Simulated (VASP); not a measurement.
# How biaxial strain in the (110) plane changes CdSe (F-43m)

Wanted: the response of CdSe to biaxial strain in the (110) plane, as a table, with a fit that predicts a row left out.

Calculated with VASP 6.6.1; LDA; plane waves and PAW (Cd, Se); cell typed or built by script, in the first sound run; inputs show where later runs differ.

**1. The starting structure**

Symmetry: F-43m, No. 216, cubic system. The conventional cell has a = 6.050 Å, b = 6.050 Å, c = 6.050 Å, α = 90.00°, β = 90.00°, γ = 90.00°. Nearest to Cd lie 4 Se at 2.62 Å. Nearest to Se lie 4 Cd at 2.62 Å. Farther neighbours and most contacts between anions are not listed.

**2. Relax the crystal, LDA**

The series starts from the cell that this level prefers, so that zero strain is near zero stress.

This step took 2 runs in a row; the last is shown.

Level: LDA; plane waves and PAW (Cd, Se); cell typed or built by script.

File INCAR:

```
SYSTEM = CdSe
PREC = Accurate
ENCUT = 450
EDIFF = 1E-07
NELM = 120
ISMEAR = 0
SIGMA = 0.02
LREAL = .FALSE.
ALGO = Normal
GGA = CA
NBANDS = 15
LASPH = .TRUE.
LORBIT = 11
LWAVE = .FALSE.
LCHARG = .FALSE.
KPAR = 12
IBRION = 2
NSW = 40
ISIF = 3
EDIFFG = -0.005
POTIM = 0.4
```

File POSCAR:

```
CdSe
1.0
    0.0000000000      3.0102352753      3.0102352753
    3.0102352753      0.0000000000      3.0102352753
    3.0102352753      3.0102352753      0.0000000000
Cd Se
1 1
Direct
    0.0000000000      0.0000000000      0.0000000000
    0.2500000000      0.2500000000      0.2500000000
```

File KPOINTS:

```
Automatic mesh
0
Gamma
9 9 9
0 0 0
```

Potentials, in the order of the species: Cd and Se (LDA family, release 64).

Launch:

```
$ mpirun -np 12 vasp_std
```

Log:

```text
[banner, memory and clock lines left out]
running   12 mpi-ranks, on    1 nodes
[...]
|                                                                             |
|           W    W    AA    RRRRR   N    N  II  N    N   GGGG   !!!           |
|           W    W   A  A   R    R  NN   N  II  NN   N  G    G  !!!           |
|           W    W  A    A  R    R  N N  N  II  N N  N  G       !!!           |
|           W WW W  AAAAAA  RRRRR   N  N N  II  N  N N  G  GGG   !            |
|           WW  WW  A    A  R   R   N   NN  II  N   NN  G    G                |
|           W    W  A    A  R    R  N    N  II  N    N   GGGG   !!!           |
|                                                                             |
|     For optimal performance we recommend to set                             |
|       NCORE = 2 up to number-of-cores-per-socket                            |
|     NCORE specifies how many cores store one orbital (NPAR=cpu/NCORE).      |
|     This setting can greatly improve the performance of VASP for DFT.       |
[...]
|     Unfortunately you need to use the default for GW and RPA                |
|     calculations (for HF NCORE is supported but not extensively tested      |
|     yet).                                                                   |
|                                                                             |

 LDA part: xc-table for (Slater(with rela. corr.)+CA(PZ))
 , standard interpolation
 POSCAR, INCAR and KPOINTS ok, starting setup
[...]
entering main loop
       N       E                     dE             d eps       ncg     rms          rms(c)
DAV:   1     0.101608436618E+03    0.10161E+03   -0.81555E+03  1058   0.960E+02
DAV:   2    -0.319394261805E+01   -0.10480E+03   -0.98807E+02  1239   0.254E+02
DAV:   3    -0.711613717188E+01   -0.39222E+01   -0.39144E+01  1309   0.512E+01
DAV:   4    -0.713291401481E+01   -0.16777E-01   -0.16776E-01  1267   0.333E+00
[...]
DAV:  11    -0.676197850733E+01   -0.45950E-05   -0.17463E-05  1113   0.373E-02    0.124E-02
DAV:  12    -0.676197807923E+01    0.42810E-06   -0.17261E-06  1344   0.198E-02    0.468E-03
DAV:  13    -0.676197812868E+01   -0.49446E-07   -0.21884E-07  1127   0.299E-03
   1 F= -.67619781E+01 E0= -.67619781E+01  d E =-.676198E+01
[...]
reached required accuracy - stopping structural energy minimisation
```

Wall time 2.8 s (12 MPI ranks of Intel Xeon 6975P-C (Granite Rapids), shared host); peak memory 1.9 GiB.

Lines that name or quote the potential files are left out of all logs, and their timing lines are given in words.

From OUTCAR (step 2):

```text
  Total       -0.0057860     -0.0057860     -0.0057860      0.0000000      0.0000000      0.0000000
  in kB       -0.1699247     -0.1699247     -0.1699247      0.0000000      0.0000000      0.0000000
  external PRESSURE =      -0.1699247 kB  Pullay stress =       0.0000000 kB

 POSITION                                       TOTAL-FORCE (eV/Angst)
 -----------------------------------------------------------------------------------
      0.00000      0.00000      0.00000         0.000000      0.000000      0.000000
      1.50512      1.50512      1.50512        -0.000000     -0.000000     -0.000000
 -----------------------------------------------------------------------------------
    total drift:                               -0.000000     -0.000000     -0.000000

  FREE ENERGIE OF THE ION-ELECTRON SYSTEM (eV)
  ---------------------------------------------------
  free  energy   TOTEN  =        -6.7619781287 eV

  energy  without entropy=       -6.7619781287  energy(sigma->0) =       -6.76197813

 reached required accuracy - stopping structural energy minimisation

[... 3 further parts left out ...]
[key lines of the parts left out:]
E-fermi :   1.2255
```

This run gave:

| Property | Result |
| --- | --- |
| energy(sigma→0) of the program | -6.7620 eV |
| stress, compression positive | -0.02 along [110], -0.02 across it (mean), GPa |
| volume | 54.555 Å³ |
| ionic steps | 1 |

**3. Strain along the normal, LDA**

One member in full: the plane is strained by -1 %, and the strain along the normal is moved by secant steps until the normal stress is under 0.012 GPa or five steps are spent; the atoms relax at each step.

This step took 3 runs, each at a new trial strain with the atoms of the one before; the last is shown.

Level: LDA; plane waves and PAW (Cd, Se); cell typed or built by script.

Changes to INCAR since step 2:

```diff
@@ -15,7 +15,7 @@
 LCHARG = .FALSE.
-KPAR = 12
-IBRION = 2
-NSW = 40
-ISIF = 3
-EDIFFG = -0.005
-POTIM = 0.4
+KPAR = 3
+IBRION = 1
+NSW = 25
+ISIF = 2
+EDIFFG = -0.004
+POTIM = 0.3
```

File POSCAR:

```
CdSe
1.0
    0.0308680550      3.0110009770      2.9801329230
    3.0110009770      0.0308680550      2.9801329230
    3.0418690320      3.0418690320      0.0000000000
Cd Se
1 1
Direct
    0.0024992103      0.0024992103      0.9975007897
    0.2475007897      0.2475007897      0.2524992103
```

KPOINTS is that of step 2.

Launch:

```
$ mpirun -np 3 vasp_std
```

Log:

```text
[banner, memory and clock lines left out]
running    3 mpi-ranks, on    1 nodes
[...]
LDA part: xc-table for (Slater(with rela. corr.)+CA(PZ))
 , standard interpolation
 POSCAR, INCAR and KPOINTS ok, starting setup
[...]
entering main loop
       N       E                     dE             d eps       ncg     rms          rms(c)
DAV:   1     0.100427323452E+03    0.10043E+03   -0.82500E+03  3838   0.964E+02
DAV:   2    -0.331251997544E+01   -0.10374E+03   -0.98961E+02  4513   0.253E+02
DAV:   3    -0.711382856582E+01   -0.38013E+01   -0.37941E+01  4345   0.504E+01
DAV:   4    -0.713009431244E+01   -0.16266E-01   -0.16265E-01  4765   0.328E+00
[...]
DAV:  11    -0.675875719790E+01   -0.45048E-05   -0.17553E-05  4247   0.378E-02    0.118E-02
DAV:  12    -0.675875676384E+01    0.43406E-06   -0.18685E-06  4653   0.208E-02    0.453E-03
DAV:  13    -0.675875680986E+01   -0.46016E-07   -0.19756E-07  4275   0.295E-03
   1 F= -.67587568E+01 E0= -.67587568E+01  d E =-.675876E+01
 BRION: g(F)=  0.837E-05 g(S)=  0.000E+00
[...]
N       E                     dE             d eps       ncg     rms          rms(c)
DAV:   1    -0.675876304558E+01   -0.62817E-05   -0.13208E-03  3778   0.245E-01    0.609E-03
DAV:   2    -0.675876395058E+01   -0.90500E-06   -0.10330E-05  4604   0.237E-02    0.236E-03
DAV:   3    -0.675876393606E+01    0.14518E-07   -0.63430E-08  3240   0.217E-03
   2 F= -.67587639E+01 E0= -.67587639E+01  d E =-.712620E-05
 BRION: g(F)=  0.371E-05 g(S)=  0.000E+00 retain N=  1 mean eig= 2.99
 eig:   2.991
[...]
N       E                     dE             d eps       ncg     rms          rms(c)
DAV:   1    -0.675876678191E+01   -0.28313E-05   -0.52376E-03  3757   0.488E-01    0.121E-02
DAV:   2    -0.675877034591E+01   -0.35640E-05   -0.40828E-05  4611   0.472E-02    0.474E-03
DAV:   3    -0.675877029354E+01    0.52374E-07   -0.26335E-07  4366   0.430E-03
   3 F= -.67587703E+01 E0= -.67587703E+01  d E =-.635747E-05
 BRION: g(F)=  0.277E-07 g(S)=  0.000E+00 retain N=  1 mean eig= 3.27
 eig:   3.273
 reached required accuracy - stopping structural energy minimisation
```

Wall time 24 s (3 MPI ranks); peak memory 0.61 GiB.

From OUTCAR (step 3):

```text
  Total        0.1622562      0.1622562      0.2220724     -0.1625931      0.0000000      0.0000000
  in kB        4.8113853      4.8113853      6.5851155     -4.8213752      0.0000000      0.0000000
  external PRESSURE =       5.4026287 kB  Pullay stress =       0.0000000 kB

 POSITION                                       TOTAL-FORCE (eV/Angst)
 -----------------------------------------------------------------------------------
      3.04187      3.04187      0.01385         0.000000      0.000000     -0.000691
      1.52093      1.52093      1.47621        -0.000000     -0.000000      0.000691
 -----------------------------------------------------------------------------------
    total drift:                               -0.000001     -0.000001     -0.000009

  FREE ENERGIE OF THE ION-ELECTRON SYSTEM (eV)
  ---------------------------------------------------
  free  energy   TOTEN  =        -6.7587702935 eV

  energy  without entropy=       -6.7587702935  energy(sigma->0) =       -6.75877029

[... 1 part as in an earlier step ...]

[... 3 further parts left out ...]
[key lines of the parts left out:]
E-fermi :   1.3386
```

This run gave:

```
energy(sigma→0) of the program : -6.7588 eV
stress, compression positive   : 0.00 along [110], 0.81 across it (mean), GPa
ionic steps                    : 3
```

**4. Band edges, r2SCAN with spin-orbit coupling**

Short lines in KPOINTS_OPT sample the zone centre along and across the normal of the plane, for masses, and the other valleys.

Level: r2SCAN, spin-orbit coupling; plane waves and PAW (Cd, Se); cell typed or built by script.

File INCAR:

```
SYSTEM = CdSe
PREC = Accurate
ENCUT = 450
EDIFF = 1E-06
NELM = 100
ISMEAR = 0
SIGMA = 0.02
LREAL = .FALSE.
ALGO = Normal
METAGGA = R2SCAN
LASPH = .TRUE.
LNONCOLLINEAR = .TRUE.
MAGMOM = 0 0 0 0 0 0
NBANDS = 28
GGA_COMPAT = .FALSE.
LSORBIT = .TRUE.
LWAVE = .FALSE.
LCHARG = .FALSE.
KPAR = 3
```

File POSCAR:

```
CdSe
1.0
    0.0308680550      3.0110009770      2.9801329230
    3.0110009770      0.0308680550      2.9801329230
    3.0418690320      3.0418690320      0.0000000000
Cd Se
1 1
Direct
    0.0023245256      0.0023245256      0.9976754744
    0.2476754744      0.2476754744      0.2523245256
```

File KPOINTS:

```
Automatic mesh
0
Gamma
7 7 7
0 0 0
```

File KPOINTS_OPT:

```
Line mode
6
Line-mode
Reciprocal
  0.00000000   0.00000000   0.00000000
  0.01711653   0.01711653   0.03423305

  0.00000000   0.00000000   0.00000000
 -0.01676914   0.01676914  -0.00000000

  0.31000000   0.31000000   0.00000000
  0.50000000   0.50000000   0.00000000

  0.00000000   0.31000000   0.31000000
  0.00000000   0.50000000   0.50000000

  0.45000000   0.45000000   0.45000000
  0.50000000   0.50000000   0.50000000

  0.45000000   0.00000000   0.00000000
  0.50000000   0.00000000   0.00000000

  0.42500000   0.42500000   0.00000000
  0.42524564   0.44896078   0.02420642

  0.50000000   0.50000000   0.50000000
  0.48323086   0.51676914   0.50000000
```

Launch:

```
$ mpirun -np 3 vasp_ncl
```

Log:

```text
[banner, memory and clock lines left out]
running    3 mpi-ranks, on    1 nodes
[...]
|                                                                             |
|               ----> ADVICE to this user running VASP <----                  |
|                                                                             |
|     You enforced a specific xc type in the INCAR file but a different       |
|     [... a line on the potential file left out ...]
|     I HOPE YOU KNOW WHAT YOU ARE DOING!                                     |
|                                                                             |

 LDA part: xc-table for (None), standard interpolation
 POSCAR, INCAR and KPOINTS ok, starting setup
[...]
entering main loop
       N       E                     dE             d eps       ncg     rms          rms(c)
DAV:   1    -0.401643806018E+03   -0.40164E+03   -0.81058E+03  6376   0.106E+03
DAV:   2    -0.519594734129E+03   -0.11795E+03   -0.11333E+03  6828   0.291E+02
DAV:   3    -0.525623107569E+03   -0.60284E+01   -0.59894E+01  7364   0.675E+01
DAV:   4    -0.525666811532E+03   -0.43704E-01   -0.43672E-01  6760   0.546E+00
[...]
DAV:  12    -0.520867144721E+03    0.35911E-04   -0.82808E-05  6700   0.135E-01    0.476E-02
DAV:  13    -0.520867141492E+03    0.32295E-05   -0.33850E-05  6656   0.674E-02    0.166E-02
DAV:  14    -0.520867141751E+03   -0.25900E-06   -0.19216E-06  6132   0.140E-02
   1 F= -.52086714E+03 E0= -.52086714E+03  d E =-.866816E-31  mag=     0.0000     0.0000    -0.0000
 Start KPOINTS_OPT (optional k-point list driver)
k-point batch [1-48\48]
       N       E                     dE             ncg
DAV:   1     0.168425086691E+04   -0.15519E+05     2736
DAV:   2    -0.401842342855E+04   -0.57027E+04     2996
DAV:   3    -0.429769809670E+04   -0.27927E+03     3164
DAV:   4    -0.429959729388E+04   -0.18992E+01     2940
DAV:   5    -0.429961068011E+04   -0.13386E-01     2992
DAV:   6    -0.429961087319E+04   -0.19307E-03     2956
DAV:   7    -0.429961087715E+04   -0.39616E-05     2636
DAV:   8    -0.429961087729E+04   -0.14397E-06     1952
```

Elapsed: 6.4 min, on 3 MPI ranks; peak memory 1.6 GiB; 17 min of CPU time.

(Continued in part 2 of 2.)

[Lines on the potential files, build, host, timing and source positions are cut from VASP's logs without a mark.]

[Logs are printed without paths, hosts, clocks, repeated set-up lines and the standing remarks that a program may print on its own settings, such as how far it seeks lower states.]

[Hosts, paths, dates, database ids (printed as entryN), source tags and the programs' standing remarks are cut or masked in the printed files.]

[In band tables of VASP the shares of atoms and orbitals are scaled to a sum of 1 inside the atoms' spheres.]
